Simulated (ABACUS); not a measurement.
The system is Sc.

```
Sc
1.0
     3.30900    0.00000    0.00000
    -1.65450    2.86568    0.00000
     0.00000    0.00000    5.27330
Sc
2
Direct
  0.66667 0.33333 0.75000
  0.33333 0.66667 0.25000
```

```yaml
Program: ABACUS 3.10.1
Task: relaxation of cell and atoms
Functional: RPBE
Potentials_or_basis: PseudoDojo NC SR 0.4.1 PBE standard
Cutoff: 1075 eV
Density_cutoff: 4299 eV
Basis: plane waves
k_mesh: 6 × 6 × 4
Occupations: fermi-dirac, width 0.05 eV
Spin: no spin polarisation
```

At the start: pressure 1.1 GPa; volume 25.00 Å³/atom.

Q: How do energy, volume and symmetry change on relaxing?

A: Over 5 steps the energy falls by 5.0 meV/atom and the volume is 25.52 Å³/atom (+2.1 %); space group P6_3/mmc (No. 194, to 0.05 Å).

Step by step:
```csv
step,energy change (eV),largest force (eV/Å),pressure (GPa),volume (Å³)
1,0.0000,0.0000,1.14,50.00
2,-0.0083,0.0000,-0.35,51.35
3,-0.0083,0.0000,-0.37,51.37
4,-0.0100,0.0000,-0.15,51.12
5,-0.0101,0.0000,-0.08,51.04
```

Final structure:
```cif
data_structure
_symmetry_space_group_name_H-M 'P 1'
_symmetry_Int_Tables_number 1
_cell_length_a 3.3647
_cell_length_b 3.3647
_cell_length_c 5.2055
_cell_angle_alpha 90.000
_cell_angle_beta 90.000
_cell_angle_gamma 120.000
_cell_volume 51.04
loop_
_atom_site_label
_atom_site_type_symbol
_atom_site_fract_x
_atom_site_fract_y
_atom_site_fract_z
_atom_site_occupancy
Sc1 Sc 0.66667 0.33333 0.75000 1
Sc2 Sc 0.33333 0.66667 0.25000 1
```

Caveat: the k mesh is coarse (spacing up to 0.37 Å⁻¹), so the values aren't converged; the potentials were made for another functional, which shifts forces and pressure.
